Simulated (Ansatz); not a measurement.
# SnH2: what a guessed cell relaxes into

The task: take a trial cell of SnH2 to zero force and stress.

Program: Ansatz 0.2.0. Level of theory: DFT PBE, scalar-relativistic, plane waves, PAW. These are calculated values, not measurements.

## 1. The system as given

Symmetry: P4/mmm, No. 123, tetragonal system. Conventional cell: a = 4.410 Å, b = 4.410 Å, c = 8.820 Å, α = 90.00°, β = 90.00°, γ = 90.00°. Sn (site symmetry 4/mmm) has 6 H at 2.21 Å as nearest neighbours. Around Sn (site symmetry 4/mmm) lie 2 H at 2.21 Å. H (site symmetry mmm) is surrounded by 2 Sn at 2.21 Å. Around H (site symmetry 4mm) lie 2 Sn at 2.21 Å.

Structure file:

```
Sn H
1.0
     4.41003    0.00000    0.00000
     0.00000    4.41003    0.00000
     0.00000    0.00000    8.82007
Sn H
2 4
Direct
  0.00000 0.00000 0.00000
  0.00000 0.00000 0.50000
  0.50000 0.00000 0.00000
  0.00000 0.50000 0.00000
  0.00000 0.00000 0.25000
  0.00000 0.00000 0.75000
```

Recipe of the guess: ordered vacancies on the anion sites of rhenium trioxide (P4/mmm, No. 123). Its size is a rough estimate.

## 2. The guess as it stands, on a coarse mesh

Input file input.yaml:

```yaml
crystal:
  lattice:
    - [4.41003293, 0.0, 0.0]
    - [0.0, 4.41003293, 0.0]
    - [0.0, 0.0, 8.82006587]
  atoms:
    - { symbol: Sn, position: [0.0, 0.0, 0.0] }
    - { symbol: Sn, position: [0.0, 0.0, 0.5] }
    - { symbol: H, position: [0.5, 0.0, 0.0] }
    - { symbol: H, position: [0.0, 0.5, 0.0] }
    - { symbol: H, position: [0.0, 0.0, 0.25] }
    - { symbol: H, position: [0.0, 0.0, 0.75] }
basis:
  ecutwfc: 420
kpoints:
  mp_grid: { grid: [4, 4, 2] }
hamiltonian:
  xc: pbe
scf:
  occupations: { method: gaussian, width: 0.1 }
  lower_state_search: "off"
output:
  forces: true
  stress: true
  eigenvalues: true
```

The run is started by

```
> ansatz run input.yaml --threads 1 --pin off --max-ram 2048MiB --backend cpu --events-out ev --progress --plain --runs-dir out
```

The program printed, shortened:

```text
Warning: RAYON_NUM_THREADS=1 ignored (pool sized by the plan → 1); use --threads N
[...]
Pseudopotentials: kind: paw
Pseudopotential: Sn, paw, valence charge 14, recommended cutoff 420 eV (normal), Sn.paw.azcp
Pseudopotential: H, paw, valence charge 1, recommended cutoff 420 eV (normal), H.paw.azcp
Functional definition: PBE
[...]
Crystal: 6 atoms, lattice volume = 171.536 Å³
Basis set: ecut = 420 eV, 3429 PW (Γ), exchange–correlation on 60×60×120 points (8 copies of the dense FFT grid, shifted against one another)
Bands: 22, of which v1, the nominal top of the filled ones, is band 16 counted from 1 (15 counted from 0)
Symmetry: 16 space group operations
Space group: P4/mmm (ITA 123), of the structure as read, at distance tolerance 5.6e-5 Å
[...]
Free energy (F): -12107.757184 eV
[...]
E sigma→0 (E₀):  -12107.745301 eV
Entropy (-TS):   -0.023767 eV (-3.961 meV/atom)
Fermi energy:    1.181790 eV
[...]
--- Forces (eV/Å), atoms counted from 1 ---
  atom   1  Sn     0.00000000     0.00000000     0.00000000
  atom   2  Sn     0.00000000     0.00000000     0.00000000
  atom   3  H      0.00000000     0.00000000     0.00000000
  atom   4  H     -0.00000000     0.00000000     0.00000000
  atom   5  H      0.00000000     0.00000000    -0.40689917
  atom   6  H      0.00000000     0.00000000     0.40689917
[...]
--- Stress (GPa, compression-positive) ---
       -5.609020       0.000000       0.000000
        0.000000      -5.609020       0.000000
        0.000000       0.000000      -6.637199
  P = ⅓ Tr σ = -5.9517 GPa (-59.517 kbar)
--- Band table (eV; the first three rows and the last of 12) ---
[... band rows left out ...]
[...]
```

Run time: 3.1 s. Hardware: 1 thread of Intel Xeon Platinum 8259CL at 2.50GHz (Skylake/Cascade Lake), shared host; peak memory 0.43 GiB.

Read-out: pressure -6.0 GPa, largest force 0.41 eV/Å, gap on this mesh none (metal). A cheap, loose relaxation comes first.

## 3. Coarse relaxation

Changes to input.yaml since step 2:

```diff
@@ -25 +25,6 @@
   eigenvalues: true
+relax:
+  adjacent_minimum: "off"
+  f_tol: 0.04
+  max_steps: 70
+  cell: { stress_tol: 0.4 }
```

The run is started by

```
> ansatz run input.yaml --threads 1 --pin off --max-ram 2048MiB --backend cpu --events-out ev --progress --plain --runs-dir out
```

The program printed:

```text
Warning: RAYON_NUM_THREADS=1 ignored (pool sized by the plan → 1); use --threads N
Engine: ansatz 0.2.0, x86_64-unknown-linux-gnu
[... 4 set-up lines as earlier in the session ...]
  parameter kappa = 0.804
  parameter beta = 0.06672455060314922
  exchange = pbe_x(kappa = kappa, mu = beta*pi^2/3)
  correlation = pbe_c(beta = beta)
Crystal: 6 atoms, lattice volume = 171.536 Å³
Basis set: ecut = 420 eV, 3429 PW (Γ), exchange–correlation on 60×60×120 points (8 copies of the dense FFT grid, shifted against one another)
Bands: 22, of which v1, the nominal top of the filled ones, is band 16 counted from 1 (15 counted from 0)
[... 2 set-up lines as earlier in the session ...]
k-points: 12 of 32
Non-local potential: Sn, projectors of the file, l = 0: 2, l = 1: 2, l = 2: 2, l = 3: 2
Non-local potential: H, projectors of the file, l = 0: 2, l = 1: 1
PAW form: soft (Blöchl's): semilocal exchange-correlation on the pseudo side does not see the compensation charge
PAW one-centre angular grid: Sn, 590 points (default); XC on 64 Gauss nodes
PAW one-centre angular grid: H, 110 points (default); XC on 64 Gauss nodes
Initial density: superposition of atomic densities (neutral atoms: chi_scale 0, normalization atom), corrected by the library's trained network
Initial wavefunctions: pseudopotential atomic-orbital guess
Functional: x = pbe(κ = 0.804, μ = 0.2195149727645171), c = pbe(β = 0.06672455060314922)
SCF iter   1: F=—  HF=-12107.824477 eV  |F-HF|=—  |Δ(HF+E_count)|=         —  Δρ=4.49e-3  dr2=2.35e-1  ethr=1.77e-3  ⟨swp⟩=6.2  Hψ=1357  notcnv=0
preconditioner: auto → LDOS  [metal: Δε(μ)=0.078 eV  Ē_g=7.013 eV  σ=0.100 eV  W_gap=0.38  n_scr=28 (ndim 8)  ℏωp=9.8 eV  f_vac=0.241  D(μ)=3.85/eV (n_scr^D=16)  β→1.0]
SCF iter   2: F=—  HF=-12107.759719 eV  |F-HF|=—  |Δ(HF+E_count)|=   6.48e-2  Δρ=1.67e-3  dr2=1.47e-2  ethr=7.35e-4  ⟨swp⟩=2.7  Hψ=433  notcnv=0  defer=10
SCF iter   3: F=—  HF=-12107.757897 eV  |F-HF|=—  |Δ(HF+E_count)|=   1.82e-3  Δρ=1.06e-3  dr2=8.39e-3  ethr=4.61e-5  ⟨swp⟩=2.5  Hψ=392  notcnv=0  defer=10
SCF iter   4: F=—  HF=-12107.757225 eV  |F-HF|=—  |Δ(HF+E_count)|=   6.72e-4  Δρ=4.38e-4  dr2=5.46e-4  ethr=2.62e-5  ⟨swp⟩=1.9  Hψ=359  notcnv=0  defer=10
SCF iter   5: F=—  HF=-12107.757186 eV  |F-HF|=—  |Δ(HF+E_count)|=   3.91e-5  Δρ=1.88e-4  dr2=1.66e-4  ethr=1.71e-6  ⟨swp⟩=2.0  Hψ=433  notcnv=0  defer=10
SCF iter   6: F=—  HF=-12107.757183 eV  |F-HF|=—  |Δ(HF+E_count)|=   2.65e-6  Δρ=7.66e-5  dr2=2.62e-5  ethr=5.20e-7  ⟨swp⟩=1.7  Hψ=298  notcnv=0  defer=10
SCF iter   7: F=—  HF=-12107.757185 eV  |F-HF|=—  |Δ(HF+E_count)|=   1.44e-6  Δρ=2.33e-5  dr2=2.42e-6  ethr=8.19e-8  ⟨swp⟩=2.2  Hψ=345  notcnv=0  defer=10
SCF iter   8: F=—  HF=-12107.757184 eV  |F-HF|=—  |Δ(HF+E_count)|=   1.73e-7  Δρ=9.72e-6  dr2=1.83e-7  ethr=7.57e-9  ⟨swp⟩=2.0  Hψ=432  notcnv=0  defer=10
SCF iter   9: F=-12107.757184 eV  HF=-12107.757184 eV  |F-HF|=4.39e-8  |Δ(HF+E_count)|=   1.47e-8  Δρ=3.63e-6  dr2=6.00e-8  ethr=3.13e-10  ⟨swp⟩=9.2  Hψ=1146  notcnv=0
SCF 1 converged in 9 iterations: F = -12107.757184 eV  dr2 = 6.00e-8
relax step   1: F+E_penalty+E_count = -12107.75718439 eV  Δ(F+E_penalty+E_count) = +0.000e0 eV  max|allowed force component| = 4.069e-1 eV/Å  Δτ_max = 0.0000 Å  P = -5.952 GPa  Ω = 171.536 Å³  (9 SCF iters, dr2 threshold 1.00e-7 eV, accepted)
Crystal: 6 atoms, lattice volume = 148.839 Å³
Basis set: ecut = 420 eV, 2881 PW (Γ), exchange–correlation on 60×60×120 points (8 copies of the dense FFT grid, shifted against one another)
Initial density: handed on by an earlier stage of this run
Initial wavefunctions: those handed on with the density
iter 1 solved again at ethr=1.91e-4 eV; its pass at ethr=3.10e-3 eV (dr2=6.10e-2 eV) is discarded
SCF iter   1: F=—  HF=-12108.642533 eV  |F-HF|=—  |Δ(HF+E_count)|=         —  Δρ=6.52e-3  dr2=6.07e-2  ethr=1.91e-4  ⟨swp⟩=1.0  Hψ=1790  notcnv=0
preconditioner: auto → LDOS  [metal: Δε(μ)=0.086 eV  Ē_g=7.607 eV  σ=0.100 eV  W_gap=0.42  n_scr=20 (ndim 8)  ℏωp=10.5 eV  f_vac=0.177  D(μ)=3.25/eV (n_scr^D=16)  β→1.0]
SCF iter   2: F=—  HF=-12108.629502 eV  |F-HF|=—  |Δ(HF+E_count)|=   1.30e-2  Δρ=1.30e-3  dr2=3.29e-3  ethr=1.90e-4  ⟨swp⟩=2.0  Hψ=404  notcnv=0
SCF iter   3: F=—  HF=-12108.629518 eV  |F-HF|=—  |Δ(HF+E_count)|=   1.64e-5  Δρ=4.23e-4  dr2=6.28e-4  ethr=1.03e-5  ⟨swp⟩=2.0  Hψ=452  notcnv=0
SCF iter   4: F=—  HF=-12108.629588 eV  |F-HF|=—  |Δ(HF+E_count)|=   6.95e-5  Δρ=2.61e-4  dr2=1.86e-4  ethr=1.96e-6  ⟨swp⟩=2.0  Hψ=454  notcnv=0
SCF iter   5: F=—  HF=-12108.629567 eV  |F-HF|=—  |Δ(HF+E_count)|=   2.08e-5  Δρ=7.10e-5  dr2=2.65e-5  ethr=5.82e-7  ⟨swp⟩=2.0  Hψ=453  notcnv=0
SCF iter   6: F=—  HF=-12108.629565 eV  |F-HF|=—  |Δ(HF+E_count)|=   1.57e-6  Δρ=1.50e-5  dr2=6.21e-7  ethr=8.29e-8  ⟨swp⟩=2.2  Hψ=344  notcnv=0
SCF iter   7: F=-12108.629565 eV  HF=-12108.629565 eV  |F-HF|=2.31e-8  |Δ(HF+E_count)|=   5.71e-8  Δρ=3.52e-6  dr2=2.48e-8  ethr=1.87e-9  ⟨swp⟩=7.8  Hψ=1202  notcnv=0
SCF 2 converged in 7 iterations: F = -12108.629565 eV  dr2 = 2.48e-8
relax step   2: F+E_penalty+E_count = -12108.62956523 eV  Δ(F+E_penalty+E_count) = -8.724e-1 eV  max|allowed force component| = 2.780e-1 eV/Å  Δτ_max = 0.0735 Å  P = -5.217 GPa  Ω = 148.839 Å³  energy of the carried Pulay correction = +7.564e-3 eV  (7 SCF iters, dr2 threshold 6.00e-7 eV, accepted)
Crystal: 6 atoms, lattice volume = 128.398 Å³
Basis set: ecut = 420 eV, 2475 PW (Γ), exchange–correlation on 60×60×120 points (8 copies of the dense FFT grid, shifted against one another)
iter 1 solved again at ethr=2.77e-4 eV; its pass at ethr=3.10e-3 eV (dr2=8.86e-2 eV) is discarded
SCF iter   1: F=—  HF=-12109.207232 eV  |F-HF|=—  |Δ(HF+E_count)|=         —  Δρ=8.30e-3  dr2=8.84e-2  ethr=2.77e-4  ⟨swp⟩=1.0  Hψ=1808  notcnv=0
preconditioner: auto → LDOS  [insulator: Δε(μ)=0.115 eV  Ē_g=8.183 eV  σ=0.100 eV  W_gap=0.54  n_scr=16 (ndim 8)  ℏωp=11.4 eV  f_vac=0.130  D(μ)=2.14/eV (n_scr^D=8)  ε∞_Penn≈2.9  β→1.0]
SCF iter   2: F=—  HF=-12109.185244 eV  |F-HF|=—  |Δ(HF+E_count)|=   2.20e-2  Δρ=2.06e-3  dr2=4.66e-3  ethr=2.76e-4  ⟨swp⟩=2.1  Hψ=406  notcnv=0
SCF iter   3: F=—  HF=-12109.184513 eV  |F-HF|=—  |Δ(HF+E_count)|=   7.30e-4  Δρ=4.40e-4  dr2=5.28e-4  ethr=1.46e-5  ⟨swp⟩=2.2  Hψ=451  notcnv=0  defer=1
SCF iter   4: F=—  HF=-12109.184459 eV  |F-HF|=—  |Δ(HF+E_count)|=   5.42e-5  Δρ=1.44e-4  dr2=5.83e-5  ethr=1.65e-6  ⟨swp⟩=2.1  Hψ=442  notcnv=0  defer=1
SCF iter   5: F=—  HF=-12109.184506 eV  |F-HF|=—  |Δ(HF+E_count)|=   4.69e-5  Δρ=8.09e-5  dr2=1.67e-5  ethr=1.82e-7  ⟨swp⟩=2.0  Hψ=456  notcnv=0  defer=1
SCF iter   6: F=—  HF=-12109.184510 eV  |F-HF|=—  |Δ(HF+E_count)|=   3.68e-6  Δρ=2.64e-5  dr2=1.61e-6  ethr=5.23e-8  ⟨swp⟩=2.0  Hψ=447  notcnv=0  defer=1
SCF iter   7: F=-12109.184510 eV  HF=-12109.184510 eV  |F-HF|=1.97e-8  |Δ(HF+E_count)|=   4.06e-8  Δρ=5.59e-6  dr2=4.72e-8  ethr=1.87e-9  ⟨swp⟩=9.4  Hψ=1312  notcnv=0
SCF 3 converged in 7 iterations: F = -12109.184510 eV  dr2 = 4.72e-8
relax step   3: F+E_penalty+E_count = -12109.18450986 eV  Δ(F+E_penalty+E_count) = -5.549e-1 eV  max|allowed force component| = 1.638e-1 eV/Å  Δτ_max = 0.0548 Å  P = -2.750 GPa  Ω = 128.398 Å³  energy of the carried Pulay correction = +1.536e-2 eV  (7 SCF iters, dr2 threshold 6.00e-7 eV, accepted)
Crystal: 6 atoms, lattice volume = 113.814 Å³
Basis set: ecut = 420 eV, 2211 PW (Γ), exchange–correlation on 60×60×120 points (8 copies of the dense FFT grid, shifted against one another)
iter 1 solved again at ethr=1.95e-4 eV; its pass at ethr=3.10e-3 eV (dr2=6.25e-2 eV) is discarded
SCF iter   1: F=—  HF=-12109.372918 eV  |F-HF|=—  |Δ(HF+E_count)|=         —  Δρ=7.38e-3  dr2=6.24e-2  ethr=1.95e-4  ⟨swp⟩=1.2  Hψ=1783  notcnv=0
preconditioner: auto → LDOS  [insulator: Δε(μ)=0.134 eV  Ē_g=8.568 eV  σ=0.100 eV  W_gap=0.58  n_scr=16 (ndim 8)  ℏωp=12.1 eV  f_vac=0.103  D(μ)=2.04/eV (n_scr^D=8)  ε∞_Penn≈3.0  β→1.0]
SCF iter   2: F=—  HF=-12109.360149 eV  |F-HF|=—  |Δ(HF+E_count)|=   1.28e-2  Δρ=1.42e-3  dr2=3.32e-3  ethr=1.95e-4  ⟨swp⟩=2.1  Hψ=405  notcnv=0
SCF iter   3: F=—  HF=-12109.360310 eV  |F-HF|=—  |Δ(HF+E_count)|=   1.62e-4  Δρ=3.15e-4  dr2=1.75e-4  ethr=1.04e-5  ⟨swp⟩=2.0  Hψ=336  notcnv=0
SCF iter   4: F=—  HF=-12109.360449 eV  |F-HF|=—  |Δ(HF+E_count)|=   1.39e-4  Δρ=1.49e-4  dr2=3.36e-5  ethr=5.48e-7  ⟨swp⟩=2.0  Hψ=458  notcnv=0
SCF iter   5: F=—  HF=-12109.360459 eV  |F-HF|=—  |Δ(HF+E_count)|=   9.70e-6  Δρ=6.17e-5  dr2=6.89e-6  ethr=1.05e-7  ⟨swp⟩=2.0  Hψ=458  notcnv=0
SCF iter   6: F=—  HF=-12109.360462 eV  |F-HF|=—  |Δ(HF+E_count)|=   3.06e-6  Δρ=1.73e-5  dr2=1.12e-6  ethr=2.15e-8  ⟨swp⟩=2.0  Hψ=447  notcnv=0
SCF iter   7: F=-12109.360462 eV  HF=-12109.360462 eV  |F-HF|=3.64e-8  |Δ(HF+E_count)|=   2.70e-7  Δρ=4.02e-6  dr2=4.74e-8  ethr=1.87e-9  ⟨swp⟩=7.1  Hψ=1123  notcnv=0
SCF 4 converged in 7 iterations: F = -12109.360462 eV  dr2 = 4.74e-8
relax step   4: F+E_penalty+E_count = -12109.36046228 eV  Δ(F+E_penalty+E_count) = -1.760e-1 eV  max|allowed force component| = 2.454e-1 eV/Å  Δτ_max = 0.0741 Å  P = -0.107 GPa  Ω = 113.814 Å³  energy of the carried Pulay correction = +2.161e-2 eV  (7 SCF iters, dr2 threshold 6.00e-7 eV, accepted)
Crystal: 6 atoms, lattice volume = 113.799 Å³
Basis set: ecut = 420 eV, 2203 PW (Γ), exchange–correlation on 60×60×120 points (8 copies of the dense FFT grid, shifted against one another)
iter 1 solved again at ethr=9.38e-6 eV; its pass at ethr=3.10e-3 eV (dr2=3.00e-3 eV) is discarded
SCF iter   1: F=—  HF=-12109.369849 eV  |F-HF|=—  |Δ(HF+E_count)|=         —  Δρ=1.89e-3  dr2=3.23e-3  ethr=9.38e-6  ⟨swp⟩=2.0  Hψ=1405  notcnv=0
preconditioner: auto → LDOS  [insulator: Δε(μ)=0.163 eV  Ē_g=8.570 eV  σ=0.100 eV  W_gap=0.66  n_scr=16 (ndim 8)  ℏωp=12.1 eV  f_vac=0.135  D(μ)=1.63/eV (n_scr^D=4)  ε∞_Penn≈3.0  β→1.0]
SCF iter   2: F=—  HF=-12109.369049 eV  |F-HF|=—  |Δ(HF+E_count)|=   8.00e-4  Δρ=3.31e-4  dr2=1.75e-4  ethr=9.38e-6  ⟨swp⟩=2.0  Hψ=324  notcnv=0
SCF iter   3: F=—  HF=-12109.369007 eV  |F-HF|=—  |Δ(HF+E_count)|=   4.17e-5  Δρ=4.36e-5  dr2=2.98e-6  ethr=5.46e-7  ⟨swp⟩=2.0  Hψ=331  notcnv=0
SCF iter   4: F=-12109.369007 eV  HF=-12109.369007 eV  |F-HF|=1.24e-7  |Δ(HF+E_count)|=   4.17e-7  Δρ=1.28e-5  dr2=2.04e-7  ethr=1.87e-9  ⟨swp⟩=8.2  Hψ=1298  notcnv=0
SCF 5 converged in 4 iterations: F = -12109.369007 eV  dr2 = 2.04e-7
relax step   5: F+E_penalty+E_count = -12109.36900658 eV  Δ(F+E_penalty+E_count) = -8.544e-3 eV  max|allowed force component| = 1.661e-2 eV/Å  Δτ_max = 0.0360 Å  P = -0.004 GPa  Ω = 113.799 Å³  energy of the carried Pulay correction = +2.161e-2 eV  (4 SCF iters, dr2 threshold 6.00e-7 eV, accepted)
Basis set: ecut = 420 eV, 2203 PW (Γ), exchange–correlation on 54×54×108 points (8 copies of the dense FFT grid, shifted against one another)
Initial wavefunctions: pseudopotential atomic-orbital guess (no wavefunctions were taken with the density)
iter 1 solved again at ethr=1.11e-6 eV; its pass at ethr=3.10e-3 eV (dr2=3.54e-4 eV) is discarded
SCF iter   1: F=—  HF=-12109.358669 eV  |F-HF|=—  |Δ(HF+E_count)|=         —  Δρ=4.55e-4  dr2=2.32e-5  ethr=1.11e-6  ⟨swp⟩=2.2  Hψ=1907  notcnv=0
preconditioner: auto → LDOS  [insulator: Δε(μ)=0.161 eV  Ē_g=8.567 eV  σ=0.100 eV  W_gap=0.66  n_scr=16 (ndim 8)  ℏωp=12.1 eV  f_vac=0.133  D(μ)=1.64/eV (n_scr^D=4)  ε∞_Penn≈3.0  β→1.0]
SCF iter   2: F=—  HF=-12109.358860 eV  |F-HF|=—  |Δ(HF+E_count)|=   1.92e-4  Δρ=4.11e-5  dr2=1.59e-6  ethr=7.26e-8  ⟨swp⟩=2.0  Hψ=457  notcnv=0
SCF iter   3: F=—  HF=-12109.358856 eV  |F-HF|=—  |Δ(HF+E_count)|=   3.90e-6  Δρ=2.15e-5  dr2=5.18e-7  ethr=4.96e-9  ⟨swp⟩=2.0  Hψ=457  notcnv=0
SCF iter   4: F=—  HF=-12109.358856 eV  |F-HF|=—  |Δ(HF+E_count)|=   2.72e-7  Δρ=7.36e-6  dr2=5.92e-8  ethr=1.62e-9  ⟨swp⟩=2.2  Hψ=430  notcnv=0
SCF iter   5: F=-12109.358856 eV  HF=-12109.358856 eV  |F-HF|=2.64e-9  |Δ(HF+E_count)|=   3.20e-8  Δρ=1.47e-6  dr2=2.07e-9  ethr=1.20e-11  ⟨swp⟩=4.5  Hψ=1242  notcnv=0
SCF 6 converged in 5 iterations: F = -12109.358856 eV  dr2 = 2.07e-9
relax step   6: F+E_penalty+E_count = -12109.35885612 eV  Δ(F+E_penalty+E_count) = +1.015e-2 eV  max|allowed force component| = 1.856e-2 eV/Å  Δτ_max = 0.0000 Å  P = -0.071 GPa  Ω = 113.799 Å³  stress off target by 9.53e-2 GPa  SCF on the basis re-selected at this cell (its energy is not comparable with the rows above)  (5 SCF iters)
basis re-selected at this cell: Δ(F+E_penalty+E_count) = +1.015e-2 eV, ΔP = -0.066 GPa vs the last step (what re-selecting the basis moved, of the pressure what is left beyond the Pulay correction that the steps carried, after the strain that the cell walked since its last selection, with what the two solves' SCF thresholds leave and, on support functions, any second-order correction that the steps lacked; it is no measure of the basis error at this ecutwfc). The dense FFT grid was sized anew with the basis: this SCF ran on 27×27×54 points, the steps before it on 30×30×60, so part of this shift can come from that change (see relax.cell in the input reference). This SCF's stress stands 9.53e-2 GPa from its target on what of the cell is left free (relax.cell.stress_tol is 4.00e-1 GPa) and its largest allowed force component is 1.86e-2 eV/Å (relax.f_tol is 4.00e-2 eV/Å): within both
SCF converged after 5 iterations
Free energy (F): -12109.358856 eV
Harris-Foulkes:  -12109.358856 eV  (|F-HF|=2.64e-9)
Internal energy: -12109.350680 eV  (E = F + TS)
E sigma→0 (E₀):  -12109.354768 eV
Entropy (-TS):   -0.008176 eV (-1.363 meV/atom)
Fermi energy:    4.239204 eV
--- Per-component energies (eV) ---
  E_band       = -369.783498
  E_kinetic    = 423.876015
  E_local      = -2770.059198  (includes V_loc(G=0)·N_el)
  E_nonlocal   = -58.568982
  E_hartree    = 1491.741145
  E_xc         = -798.247614
  E_vxc        = -234.669935  (∫ρ·V_xc dr)
  E_paw        = -8275.244436  (= ΣΔE_a)
  E_vpaw       = -713.836552  (= ΣTr[D̂ρ^β])
  E_aug_tail   = -0.004705  (compensation charges beyond the density's cutoff)
  E_ewald      = -2122.842905
  E_smearing   = -0.008176  (= −TS)
  E_closure    = -0.000000  (closes the sum)
  Σ components = -12109.358856   (vs F -12109.358856, Δ=0.00e0)
--- Forces (eV/Å), atoms counted from 1 ---
  atom   1  Sn    -0.00000000     0.00000000     0.00000000
  atom   2  Sn     0.00000000     0.00000000     0.00000000
  atom   3  H      0.00000000    -0.00000000     0.00000000
  atom   4  H      0.00000000    -0.00000000     0.00000000
  atom   5  H      0.00000000     0.00000000    -0.01855778
  atom   6  H      0.00000000     0.00000000     0.01855778
  max |Σ_I F_I| component: 1.02e-31 eV/Å
--- Stress (GPa, compression-positive) ---
       -0.095336       0.000000       0.000000
        0.000000      -0.095336       0.000000
        0.000000       0.000000      -0.021806
  P = ⅓ Tr σ = -0.0708 GPa (-0.708 kbar)
--- Band table (eV; the first three rows and the last of 12) ---
  k-point 0: bands = ["-18.1474", "-18.0271", "-17.9374", "-17.8983", "-17.8983", "-17.6668", "-17.6520", "-17.6207", "-17.6207", "-17.6067", "-6.8915", "-3.9390", "-2.0947", "2.0079", "2.8290", "5.1912", "5.6740", "5.6740", "7.2094", "7.2094", "9.0784", "9.1010"]
  k-point 1: bands = ["-18.1474", "-18.0242", "-17.9374", "-17.8982", "-17.8982", "-17.6699", "-17.6520", "-17.6207", "-17.6207", "-17.6067", "-6.8434", "-4.4172", "-0.0575", "0.0736", "2.0082", "5.7469", "5.7469", "6.6752", "7.0486", "7.0486", "8.1714", "10.8999"]
  k-point 2: bands = ["-18.1121", "-18.0056", "-17.9447", "-17.9061", "-17.8977", "-17.6636", "-17.6327", "-17.6270", "-17.6202", "-17.6124", "-6.3795", "-3.5175", "-1.8719", "-0.3990", "2.7689", "4.2022", "5.5871", "6.0842", "6.6439", "7.6090", "7.8445", "10.6353"]
  k-point 11: bands = ["-17.9762", "-17.9685", "-17.9635", "-17.9124", "-17.9124", "-17.6470", "-17.6322", "-17.6322", "-17.6316", "-17.5853", "-3.5811", "-2.7777", "-2.1542", "-2.1542", "1.5344", "2.1202", "3.2009", "3.2009", "6.9778", "7.8092", "9.5390", "9.5390"]
--- Relaxed structure (5 steps of the walk, 5 accepted, 1 SCFs on fresh bases) ---
  F+E_penalty+E_count = -12109.35885612 eV   max|allowed force component| = 1.856e-2 eV/Å   (the final SCF, on the basis selected at the relaxed cell)
  cell:  # Å, volume = 113.7995 Å³
    - [3.784584397493781, -1.9107645116137183e-35, 0.0]
    - [-1.9107645116137183e-35, 3.7845843974937816, 0.0]
    - [0.0, 0.0, 7.945182180295505]
  atoms:
    - { symbol: Sn, position: [-1.957099072089584e-35, -7.347895458383284e-37, 0.0] }
    - { symbol: Sn, position: [1.5451015963879722e-36, 1.128395070392596e-37, 0.5] }
    - { symbol: H, position: [0.5, 2.6743851668359953e-37, 0.0] }
    - { symbol: H, position: [1.9292001703491686e-35, 0.5, 0.0] }
    - { symbol: H, position: [2.576650160738989e-38, 2.0346651269283816e-37, 0.23977567200125635] }
    - { symbol: H, position: [8.787265548175414e-37, -1.3771750859122238e-37, 0.7602243279987437] }
```

Wall time 21 s (1 thread of Intel Xeon Platinum 8259CL at 2.50GHz (Skylake/Cascade Lake), shared host); peak memory 0.46 GiB.

Relaxation path:

| step | energy from step 1 (eV/cell) | largest force component (eV/Å) | pressure (GPa) | volume (Å³) |
| --- | --- | --- | --- | --- |
| 1 | 0.0000 | 0.4069 | -5.95 | 171.54 |
| 2 | -0.8724 | 0.2780 | -5.22 | 148.84 |
| 3 | -1.4273 | 0.1638 | -2.75 | 128.40 |
| 4 | -1.6033 | 0.2454 | -0.11 | 113.81 |
| 5 | -1.6118 | 0.0166 | 0.00 | 113.80 |
| 6 | -1.6017 | 0.0186 | -0.07 | 113.80 |

Step 1 is the start. Step 6 repeats the geometry before it on a plane-wave basis chosen anew for that cell, so its energy need not be comparable with the rows above.

|  | before | after | change |
| --- | --- | --- | --- |
| a (Å) | 4.410 | 3.785 | -14.2 % |
| b (Å) | 4.410 | 3.785 | -14.2 % |
| c (Å) | 8.820 | 7.945 | -9.9 % |
| volume (Å³/atom) | 28.59 | 18.97 | -33.7 % |
| shortest distance (Å) | 2.205 | 1.892 | -14.2 % |
| space group (0.01 Å) | P4/mmm | P4/mmm | same |

Forces and stress were held to the start's 16 operations: a distortion of lower symmetry was not tested.

(Part 1 of 3 ends here.)
